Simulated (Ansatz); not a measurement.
# CuO (Tenorite) (C2/c) in Ansatz: a series of runs

The runs below take CuO (Tenorite) through single point, with PBEsol.

Everything below comes from runs of Ansatz 0.2.0. Logs are shortened: lines on timing, memory, paths and dates and some standing lists are left out, and cuts for length are marked.

## 1. The structure

Symmetry: C2/c, No. 15, monoclinic system. The conventional cell has a = 4.684 Å, b = 3.423 Å, c = 5.129 Å, α = 90.00°, β = 99.54°, γ = 90.00°. Around Cu (site symmetry -1) lie 4 O at 1.95 to 1.96 Å. O (site symmetry 2) is surrounded by 4 Cu at 1.95 to 1.96 Å.

## 2. Single point, PBEsol, 9.53 Å³/atom (volume scaled by 0.94)

Contents of input.yaml:

```yaml
crystal:
  lattice:
    - [2.2940437287, -1.6763657078, 0.0]
    - [2.2940437287, 1.6763657078, 0.0]
    - [-0.8326750593, 0.0, 4.9546185987]
  atoms:
    - { symbol: Cu, position: [0.5, 0.0, 0.5] }
    - { symbol: Cu, position: [0.0, 0.5, 0.0] }
    - { symbol: O, position: [0.4184, 0.5816, 0.75] }
    - { symbol: O, position: [0.5816, 0.4184, 0.25] }
kpoints:
  mp_grid: { grid: [10, 10, 5] }
scf:
  occupations: { method: fermi_dirac, width: 0.05 }
hamiltonian:
  xc: pbesol
  pseudopotentials: { kind: all_electron, lapw: { basis_error: 0.001 } }
output:
  forces: true
  stress: true
  eigenvalues: true
```

Potentials or basis: all-electron LAPW, scalar-relativistic.

Launch:

```bash
$ ansatz run input.yaml --threads 2 --pin off --max-ram 8192MiB --backend cpu --events-out ev --progress --plain --runs-dir out
```

Log:

```text
Warning: RAYON_NUM_THREADS=2 ignored (pool sized by the plan → 2); use --threads N
LAPW: plane waves up to 10.977 Å⁻¹, error target 1.0e-3 eV per atom; small_component_spin mean_spin; O in spheres of 0.856 Å, 8 of its electrons in bands, Dirac shells []; Cu in spheres of 1.055 Å, 19 of its electrons in bands, Dirac shells [] (how accurate: hamiltonian.pseudopotentials.lapw.basis_error, Limitations)
Engine: ansatz 0.2.0, aarch64-unknown-linux-gnu
Pseudopotentials: kind: all_electron
Pseudopotential: Cu, LAPW, valence charge 19, lapw/all_electron/scalar/gaussian/Cu, Koelling and Harmon's equation, gaussian nucleus
Pseudopotential: O, LAPW, valence charge 8, lapw/all_electron/scalar/gaussian/O, Koelling and Harmon's equation, gaussian nucleus
Functional definition: PBEsol
  exchange = pbesol_x
  correlation = pbesol_c
Crystal: 4 atoms, lattice volume = 38.108 Å³
Basis set: ecut = 459.08728874843086 eV, 845 PW (Γ), exchange–correlation at level 2
Bands: 33, of which v1, the nominal top of the filled ones, is band 27 counted from 1 (26 counted from 0)
Symmetry: 4 space group operations
Space group: C2/c (ITA 15), of the structure as read, at distance tolerance 3.4e-5 Å
k-points: 141 of 500
Non-local potential: Cu, projectors of the file, none
Non-local potential: O, projectors of the file, none
Initial density: superposition of atomic densities (chi_scale 0.1, normalization cell, long waves kept (reshape's long-wave potential 0.00 eV rms))
Initial wavefunctions: plane waves of lowest kinetic energy (no species holds an atomic orbital)
Functional: x = pbesol(κ = 0.804, μ = 0.12345679012345678), c = pbesol(β = 0.046)
iter 1 solved again at ethr=2.07e-2 eV; its pass at ethr=1.00e-1 eV (dr2=1.12e1 eV) is discarded
SCF iter   1: F=—  HF=-94082.449187 eV  |F-HF|=—  |Δ(HF+E_count)|=         —  Δρ=1.66e-1  dr2=1.12e1  ethr=2.07e-2  ⟨swp⟩=2.0  Hψ=30289  notcnv=0
preconditioner: auto → Kerker (q_TF=auto, 2.891 Å⁻¹)  [metal: Δε(μ)=0.006 eV  Ē_g=12.372 eV  σ=0.050 eV  W_gap=0.03  n_scr=20 (ndim 8)  ℏωp=35.1 eV  f_vac=0.000  D(μ)=3.75/eV (n_scr^D=42)]
SCF iter   2: F=—  HF=-94082.667174 eV  |F-HF|=—  |Δ(HF+E_count)|=   2.18e-1  Δρ=8.67e-2  dr2=2.27e0  ethr=2.07e-2  ⟨swp⟩=2.9  Hψ=14278  notcnv=0
SCF iter   3: F=—  HF=-94076.707534 eV  |F-HF|=—  |Δ(HF+E_count)|=    5.96e0  Δρ=3.45e-2  dr2=5.74e-1  ethr=4.21e-3  ⟨swp⟩=3.0  Hψ=15250  notcnv=0
SCF iter   4: F=—  HF=-94076.556205 eV  |F-HF|=—  |Δ(HF+E_count)|=         —  Δρ=1.63e-2  dr2=1.33e-1  ethr=1.06e-3  ⟨swp⟩=2.0  Hψ=14241  notcnv=0
the basis was enlarged: its passes take 687.9 KiB over the memory plan, 2 of 2 planned eigensolver slots
iter 5 solved again at ethr=1.07e-5 eV; its pass at ethr=2.47e-4 eV (dr2=5.80e-3 eV) is discarded
SCF iter   5: F=—  HF=-94076.534397 eV  |F-HF|=—  |Δ(HF+E_count)|=   2.18e-2  Δρ=4.43e-3  dr2=5.79e-3  ethr=1.07e-5  ⟨swp⟩=2.0  Hψ=23741  notcnv=0
SCF iter   6: F=—  HF=-94076.532855 eV  |F-HF|=—  |Δ(HF+E_count)|=   1.54e-3  Δρ=1.48e-3  dr2=4.83e-4  ethr=1.07e-5  ⟨swp⟩=2.0  Hψ=13478  notcnv=0
SCF iter   7: F=—  HF=-94076.532808 eV  |F-HF|=—  |Δ(HF+E_count)|=   4.65e-5  Δρ=4.98e-4  dr2=1.15e-4  ethr=8.94e-7  ⟨swp⟩=2.0  Hψ=13478  notcnv=0
SCF iter   8: F=—  HF=-94076.532797 eV  |F-HF|=—  |Δ(HF+E_count)|=   1.09e-5  Δρ=1.63e-4  dr2=1.12e-5  ethr=2.13e-7  ⟨swp⟩=2.0  Hψ=13478  notcnv=0
SCF iter   9: F=—  HF=-94076.532798 eV  |F-HF|=—  |Δ(HF+E_count)|=   2.62e-7  Δρ=5.75e-5  dr2=1.38e-6  ethr=2.07e-8  ⟨swp⟩=2.0  Hψ=13480  notcnv=0
SCF iter  10: F=-94076.532797 eV  HF=-94076.532797 eV  |F-HF|=5.23e-8  |Δ(HF+E_count)|=   3.56e-7  Δρ=1.12e-5  dr2=4.60e-8  ethr=2.56e-9  ⟨swp⟩=2.0  Hψ=13479  notcnv=0
SCF 1 converged in 10 iterations: F = -94076.532797 eV  dr2 = 4.60e-8
SCF converged after 10 iterations
Free energy (F): -94076.532797 eV
Harris-Foulkes:  -94076.532797 eV  (|F-HF|=5.23e-8)
Internal energy: -94076.514420 eV  (E = F + TS)
E sigma→0 (E₀):  -94076.523608 eV
Entropy (-TS):   -0.018377 eV (-4.594 meV/atom)
Fermi energy:    13.317050 eV
--- Per-component energies (eV) ---
  E_band       = -2779.691402
  E_kinetic    = 95611.654600
  E_xc         = -4057.348289
  E_electrostatic = -185630.820730  (all electrons and nuclei)
  E_smearing   = -0.018377  (= −TS)
  E_closure    = 0.000000  (closes the sum)
  E_atoms      = -94055.158867  (free atoms, spherical and without spin; not in F)
  Σ components = -94076.532797   (vs F -94076.532797, Δ=0.00e0)
  Basis errors (estimates in eV, not in F): energy 4.2e-4 per atom: plane waves 3.9e-4 (2.3e-4 summed), levels above the bands 6.7e-111, relativity 5.4e-8, radial functions 3.2e-5, core shells 1.1e-8; eigenvalues (radial functions only) 1.1e-5; not estimated: angular momenta, meshes, grids; target (lapw.basis_error) 1.0e-3; muffin-tin radii O 0.856 Å, Cu 1.055 Å
--- Forces (eV/Å), atoms counted from 1 ---
  atom   1  Cu     0.00000000    -0.00000000     0.00000000
  atom   2  Cu     0.00000000     0.00000000     0.00000000
  atom   3  O      0.00000000    -0.15016145     0.00000000
  atom   4  O      0.00000000     0.15016145     0.00000000
  max |Σ_I F_I| component: 4.73e-30 eV/Å
--- Stress (GPa, compression-positive) ---
        9.736102       0.000000      -2.224819
        0.000000       9.410996       0.000000
       -2.224819       0.000000       9.940001
  P = ⅓ Tr σ = 9.6957 GPa (96.957 kbar)
--- Band table (eV; the first three rows and the last of 141) ---
  k-point 0: bands = ["-491.7948", "-491.7948", "-99.1720", "-99.1710", "-56.8511", "-56.8507", "-56.8190", "-56.8071", "-56.4415", "-56.4408", "-7.2251", "-5.6764", "4.3810", "7.2033", "7.6248", "9.6408", "9.8454", "9.8681", "9.9027", "10.0476", "10.3273", "10.4411", "10.6963", "10.8957", "10.9574", "11.5321", "13.5329", "14.3259", "15.1715", "19.2221", "21.7524", "26.7661", "29.1830"]
  k-point 1: bands = ["-491.7948", "-491.7948", "-99.1719", "-99.1711", "-56.8510", "-56.8507", "-56.8179", "-56.8083", "-56.4415", "-56.4409", "-7.1029", "-5.8592", "4.8021", "7.2923", "7.6604", "9.0065", "9.2775", "9.3351", "10.0475", "10.2433", "10.5496", "10.5876", "10.8068", "11.0251", "11.2189", "11.4089", "13.4864", "14.1528", "15.7060", "18.7852", "22.4926", "26.7958", "28.6011"]
  k-point 2: bands = ["-491.7948", "-491.7948", "-99.1716", "-99.1713", "-56.8508", "-56.8507", "-56.8150", "-56.8113", "-56.4413", "-56.4411", "-6.7629", "-6.2933", "5.9264", "7.4267", "7.5174", "7.7220", "8.8605", "8.9228", "10.2168", "10.3198", "10.6419", "10.7423", "10.7824", "11.0421", "11.5097", "11.6359", "13.4423", "13.7410", "16.8092", "17.8994", "24.1403", "26.0489", "27.6623"]
  k-point 140: bands = ["-491.7948", "-491.7948", "-99.1696", "-99.1694", "-56.8690", "-56.8673", "-56.8136", "-56.8111", "-56.4529", "-56.4517", "-5.5996", "-5.4865", "5.7991", "6.3531", "7.0695", "7.1888", "7.6099", "8.0171", "10.1565", "10.4912", "10.8782", "10.9043", "11.4023", "11.4233", "11.8531", "11.9680", "12.5992", "13.2858", "17.7062", "18.9613", "22.1557", "22.9644", "26.2259"]
```

It took 42 s on 2 threads of Arm Neoverse V2, shared host; peak memory 0.95 GiB.

Results:

```
Free energy            : -94076.5328 eV
Pressure               : 9.7 GPa
Largest force          : 0.150 eV/Å
Band gap on the k mesh : none (metal or under the smearing width)
```

Caveat: the run has no spin polarisation, though such a crystal can be magnetic; semilocal functionals often make such compounds metallic where correlation or magnetic order opens a gap, which also shifts bond lengths.

## 3. Single point, PBEsol, 9.73 Å³/atom (volume scaled by 0.96)

Changes to input.yaml since step 2:

```diff
@@ -2,5 +2,5 @@
   lattice:
-    - [2.2940437287, -1.6763657078, 0.0]
-    - [2.2940437287, 1.6763657078, 0.0]
-    - [-0.8326750593, 0.0, 4.9546185987]
+    - [2.3101994985, -1.6881714891, 0.0]
+    - [2.3101994985, 1.6881714891, 0.0]
+    - [-0.8385391614, 0.0, 4.9895114286]
   atoms:
```

Potentials or basis: all-electron LAPW, scalar-relativistic.

Launch:

```bash
$ ansatz run input.yaml --threads 2 --pin off --max-ram 8192MiB --backend cpu --events-out ev --progress --plain --runs-dir out
```

Wall time 41 s (2 threads of Arm Neoverse V2, shared host); peak memory 0.95 GiB.

Results (log left out):

| Property | Result |
| --- | --- |
| Free energy | -94076.5699 eV |
| Pressure | 5.1 GPa |
| Largest force | 0.226 eV/Å |
| Band gap on the k mesh | none (metal or under the smearing width) |

Caveat: the run has no spin polarisation, though such a crystal can be magnetic; semilocal functionals often make such compounds metallic where correlation or magnetic order opens a gap, which also shifts bond lengths.

## 4. Single point, PBEsol, 9.93 Å³/atom (volume scaled by 0.98)

Changes to input.yaml since step 3:

```diff
@@ -2,5 +2,5 @@
   lattice:
-    - [2.3101994985, -1.6881714891, 0.0]
-    - [2.3101994985, 1.6881714891, 0.0]
-    - [-0.8385391614, 0.0, 4.9895114286]
+    - [2.3261324123, -1.699814419, 0.0]
+    - [2.3261324123, 1.699814419, 0.0]
+    - [-0.8443223728, 0.0, 5.0239229397]
   atoms:
```

Launch:

```bash
$ ansatz run input.yaml --threads 2 --pin off --max-ram 8192MiB --backend cpu --events-out ev --progress --plain --runs-dir out
```

Run time: 41 s. Hardware: 2 threads of Arm Neoverse V2, shared host; peak memory 0.94 GiB.

Results (log left out):

- Free energy: -94076.5849 eV
- Pressure: 0.9 GPa
- Largest force: 0.295 eV/Å
- Band gap on the k mesh: none (metal or under the smearing width)

Caveat: the run has no spin polarisation, though such a crystal can be magnetic; semilocal functionals often make such compounds metallic where correlation or magnetic order opens a gap, which also shifts bond lengths.

## 5. Single point, PBEsol, 10.13 Å³/atom

Changes to input.yaml since step 4:

```diff
@@ -2,5 +2,5 @@
   lattice:
-    - [2.3261324123, -1.699814419, 0.0]
-    - [2.3261324123, 1.699814419, 0.0]
-    - [-0.8443223728, 0.0, 5.0239229397]
+    - [2.34185, -1.7113, 0.0]
+    - [2.34185, 1.7113, 0.0]
+    - [-0.8500274268, 0.0, 5.0578693947]
   atoms:
```

Launch:

```bash
$ ansatz run input.yaml --threads 2 --pin off --max-ram 8192MiB --backend cpu --events-out ev --progress --plain --runs-dir out
```

Wall time 44 s (2 threads of Arm Neoverse V2, shared host); peak memory 0.95 GiB.

It converged, with:

```
Free energy            : -94076.5801 eV
Pressure               : -2.7 GPa
Largest force          : 0.358 eV/Å
Band gap on the k mesh : none (metal or under the smearing width)
```

Caveat: the run has no spin polarisation, though such a crystal can be magnetic; semilocal functionals often make such compounds metallic where correlation or magnetic order opens a gap, which also shifts bond lengths.

## 6. Single point, PBEsol, 10.34 Å³/atom (volume scaled by 1.02)

Changes to input.yaml since step 5:

```diff
@@ -2,5 +2,5 @@
   lattice:
-    - [2.34185, -1.7113, 0.0]
-    - [2.34185, 1.7113, 0.0]
-    - [-0.8500274268, 0.0, 5.0578693947]
+    - [2.3573593924, -1.7226334429, 0.0]
+    - [2.3573593924, 1.7226334429, 0.0]
+    - [-0.8556569116, 0.0, 5.0913661947]
   atoms:
```

Potentials or basis: all-electron LAPW, scalar-relativistic.

Launch:

```bash
$ ansatz run input.yaml --threads 2 --pin off --max-ram 8192MiB --backend cpu --events-out ev --progress --plain --runs-dir out
```

Run time: 43 s. Hardware: 2 threads of Arm Neoverse V2, shared host; peak memory 0.95 GiB.

Results (log left out):

```
Free energy            : -94076.5578 eV
Pressure               : -6.0 GPa
Largest force          : 0.416 eV/Å
Band gap on the k mesh : none (metal or under the smearing width)
```

Caveat: the run has no spin polarisation, though such a crystal can be magnetic; semilocal functionals often make such compounds metallic where correlation or magnetic order opens a gap, which also shifts bond lengths.

## 7. Single point, PBEsol, 10.54 Å³/atom (volume scaled by 1.04)

Changes to input.yaml since step 6:

```diff
@@ -2,5 +2,5 @@
   lattice:
-    - [2.3573593924, -1.7226334429, 0.0]
-    - [2.3573593924, 1.7226334429, 0.0]
-    - [-0.8556569116, 0.0, 5.0913661947]
+    - [2.3726673498, -1.7338196878, 0.0]
+    - [2.3726673498, 1.7338196878, 0.0]
+    - [-0.861213281, 0.0, 5.1244279405]
   atoms:
```

Launch:

```bash
$ ansatz run input.yaml --threads 2 --pin off --max-ram 8192MiB --backend cpu --events-out ev --progress --plain --runs-dir out
```

Run time: 48 s. Hardware: 2 threads of Arm Neoverse V2, shared host; peak memory 0.95 GiB.

It converged, with:

```
Free energy            : -94076.5198 eV
Pressure               : -8.9 GPa
Largest force          : 0.469 eV/Å
Band gap on the k mesh : none (metal or under the smearing width)
```

Caveat: the run has no spin polarisation, though such a crystal can be magnetic; semilocal functionals often make such compounds metallic where correlation or magnetic order opens a gap, which also shifts bond lengths.

## 8. Single point, PBEsol, 10.74 Å³/atom (volume scaled by 1.06)

Changes to input.yaml since step 7:

```diff
@@ -2,5 +2,5 @@
   lattice:
-    - [2.3726673498, -1.7338196878, 0.0]
-    - [2.3726673498, 1.7338196878, 0.0]
-    - [-0.861213281, 0.0, 5.1244279405]
+    - [2.3877802882, -1.744863423, 0.0]
+    - [2.3877802882, 1.744863423, 0.0]
+    - [-0.8666988638, 0.0, 5.157068489]
   atoms:
```

Launch:

```bash
$ ansatz run input.yaml --threads 2 --pin off --max-ram 8192MiB --backend cpu --events-out ev --progress --plain --runs-dir out
```

Wall time 47 s (2 threads of Arm Neoverse V2, shared host); peak memory 0.95 GiB.

The run converged. Its results:

```
Free energy            : -94076.4678 eV
Pressure               : -11.5 GPa
Largest force          : 0.518 eV/Å
Band gap on the k mesh : none (metal or under the smearing width)
```

Caveat: the run has no spin polarisation, though such a crystal can be magnetic; semilocal functionals often make such compounds metallic where correlation or magnetic order opens a gap, which also shifts bond lengths.
